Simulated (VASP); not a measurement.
A VASP 6.6.1 single-point calculation on SiC

INCAR

```
EDIFF = 0.001
NELMIN = 8
ISMEAR = -1
GGA = PS
ENCUT = 520
LREAL = .FALSE.
NELM = 77
PREC = Accurate
LASPH = .TRUE.
IBRION = -1
LCHARG = .FALSE.
SIGMA = 0.02
NBANDS = 16
ISIF = 2
NSW = 0
LWAVE = .FALSE.
```

KPOINTS

```
KPOINTS created by Atomic Simulation Environment
0
Gamma
12 12 6
0 0 0
```

POSCAR

```
Si C
 1.0000000000000000
     3.0753562450928453    0.0000000000287138   -0.0000000000000000
    -1.5376781225712892    2.6633366339231692    0.0000000000000000
    -0.0000000000000000    0.0000000000000000    5.0481081013589391
 Si  C
   2   2
Cartesian
 -0.0000000000165778  1.7755577559583506 -0.0020616743711291
  1.5376781225381340  0.8877788779935323  2.5219923763083409
 -0.0000000000165778  1.7755577559583506  1.8951022123807313
  1.5376781225381340  0.8877788779935323  4.4191562630602013
```

The recommended PBE PAW datasets give the neutral cell 16 valence electrons.

Command

```
mpirun -np 1 vasp_std
```

OSZICAR

```
N       E                     dE             d eps       ncg     rms          rms(c)
DAV:   1     0.241400476636E+02    0.24140E+02   -0.71941E+03  2432   0.896E+02
DAV:   2    -0.329059628720E+02   -0.57046E+02   -0.52030E+02  3512   0.158E+02
DAV:   3    -0.354160692464E+02   -0.25101E+01   -0.24993E+01  3200   0.302E+01
DAV:   4    -0.354343026120E+02   -0.18233E-01   -0.18231E-01  2992   0.316E+00
DAV:   5    -0.354344808044E+02   -0.17819E-03   -0.17819E-03  3120   0.295E-01    0.124E+01
DAV:   6    -0.319567320093E+02    0.34777E+01   -0.59861E+00  3088   0.150E+01    0.569E+00
DAV:   7    -0.318542793226E+02    0.10245E+00   -0.10516E+00  3448   0.596E+00    0.241E+00
DAV:   8    -0.318255388014E+02    0.28741E-01   -0.54385E-02  2840   0.142E+00    0.588E-01
DAV:   9    -0.318220086200E+02    0.35302E-02   -0.69359E-03  3120   0.560E-01    0.112E-01
DAV:  10    -0.318221500769E+02   -0.14146E-03   -0.64560E-04  1352   0.155E-01
   1 F= -.31822150E+02 E0= -.31822150E+02  d E =-.241996E-10
```

From OUTCAR

```
k-points           NKPTS =     76   k-points in BZ     NKDIM =     76   number of bands    NBANDS=     16

   NELECT =      16.0000    total number of electrons

   dimension x,y,z NGX =    24 NGY =   24 NGZ =   40
   dimension x,y,z NGXF=    48 NGYF=   48 NGZF=   80

  energy-cutoff  :      520.00
  volume of cell :       41.35
      direct lattice vectors                 reciprocal lattice vectors
     3.075356245  0.000000000  0.000000000     0.325165581  0.187734436  0.000000000
    -1.537678123  2.663336634  0.000000000    -0.000000000  0.375468871  0.000000000
     0.000000000  0.000000000  5.048108101     0.000000000  0.000000000  0.198094015

 k-points in reciprocal lattice and weights: KPOINTS created by Atomic Simulation Env
   0.00000000  0.00000000  0.00000000       0.001
   0.08333333  0.00000000  0.00000000       0.007
   0.16666667  0.00000000  0.00000000       0.007
   0.25000000  0.00000000  0.00000000       0.007
   0.33333333  0.00000000  0.00000000       0.007
   0.41666667  0.00000000  0.00000000       0.007
   0.50000000  0.00000000  0.00000000       0.003
   0.08333333  0.08333333  0.00000000       0.007
   ...

 E-fermi :   8.5797

 k-point     1 :       0.0000    0.0000    0.0000
  band No.  band energies     occupation
      1      -7.3805      2.00000
      2      -3.7760      2.00000
      3      -0.5533      2.00000
      4       6.8928      2.00000
      5       6.8928      2.00000
      6       8.1003      2.00000
      7       8.2146      2.00000
      8       8.2146      2.00000
      9      12.9591      0.00000
     10      14.3640      0.00000
     11      14.8097      0.00000
     12      14.8097      0.00000
     13      15.8927      0.00000
     14      17.1089      0.00000
     15      17.1089      0.00000
     16      19.4336      0.00000

 k-point     2 :       0.0833    0.0000    0.0000
  band No.  band energies     occupation
      1      -7.2594      2.00000
      2      -3.6724      2.00000
      3      -0.4410      2.00000
      4       6.2010      2.00000
      5       6.6785      2.00000
      6       7.7512      2.00000
      7       8.0226      2.00000
      8       8.1487      2.00000
      9      13.3657      0.00000
     10      14.3284      0.00000
     11      14.8489      0.00000
     12      15.0623      0.00000
     13      16.0728      0.00000
     14      16.8307      0.00000
     15      17.4104      0.00000
     16      18.5129      0.00000

 k-point     3 :       0.1667    0.0000    0.0000
  band No.  band energies     occupation
      1      -6.8991      2.00000
      2      -3.3704      2.00000
      3      -0.1128      2.00000
      4       4.6987      2.00000
      5       6.1957      2.00000
      6       6.6345      2.00000
      7       7.7374      2.00000
      8       7.9277      2.00000
      9      12.9947      0.00000
     10      14.9105      0.00000
     11      15.2371      0.00000
     12      15.4702      0.00000
     13      15.6010      0.00000
     14      17.2143      0.00000
     15      17.6766      0.00000
     16      18.0514      0.00000

 ...

  Total        0.1110002      0.1110002      0.0744954      0.0000000      0.0000000      0.0000000
  in kB        4.3011452      4.3011452      2.8866229      0.0000000      0.0000000      0.0000000
  external PRESSURE =       3.8296377 kB  Pullay stress =       0.0000000 kB

 POSITION                                       TOTAL-FORCE (eV/Angst)
 -----------------------------------------------------------------------------------
     -0.00000      1.77556      5.04605         0.000000      0.000000      0.003903
      1.53768      0.88778      2.52199        -0.000000      0.000000      0.003903
     -0.00000      1.77556      1.89510         0.000000     -0.000000     -0.003903
      1.53768      0.88778      4.41916        -0.000000      0.000000     -0.003903
 -----------------------------------------------------------------------------------
    total drift:                               -0.000000     -0.000000      0.000368

  FREE ENERGIE OF THE ION-ELECTRON SYSTEM (eV)
  ---------------------------------------------------
  free  energy   TOTEN  =       -31.8221500769 eV

  energy  without entropy=      -31.8221500769  energy(sigma->0) =      -31.82215008
```

It converged. Results: gap between bands v and c on the k mesh 2.11 eV; least direct gap on the k mesh 3.85 eV; pressure 0.4 GPa. Band v is the last that the valence electrons fill when counted band by band, and c is the next.

For comparison, a separate PBE run of the intended cell, on usual settings and not on those above, gives a gap of 2.27 eV on its mesh and a pressure of 3.5 GPa.

The run above took about 11 s on one core of a shared host (Intel Xeon 6975P-C) and held 0.18 GiB at most.
